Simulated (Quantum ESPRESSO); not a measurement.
# Nb in Quantum ESPRESSO: the effect of functional

Nb:

```
CELL_PARAMETERS angstrom
-1.66395 1.66395 1.66395
1.66395 -1.66395 1.66395
1.66395 1.66395 -1.66395
ATOMIC_POSITIONS crystal
Nb 0.00000 0.00000 0.00000
```

Alike in all runs:

* Program: Quantum ESPRESSO 7.5
* Task: phonon dispersion
* Cutoff: 612 eV
* Density cutoff: 4898 eV
* k mesh: 12 × 12 × 12
* Occupations: cold, width 0.2 eV
* Spin: no spin polarisation

Each run relaxes the cell or the atoms first.

| functional | potentials or basis | relaxed volume (Å³/atom) | highest phonon frequency (cm⁻¹) |
| --- | --- | --- | --- |
| LDA | GBRV 1.5 LDA | ? | ? |
| PBE | GBRV 1.5 PBE | 18.06 | 199 |
| PBEsol | GBRV 1.5 PBEsol | 17.46 | 210 |

Q: What does the run with functional LDA give?

A: Relaxed volume 17.11 Å³/atom; highest phonon frequency 216 cm⁻¹.
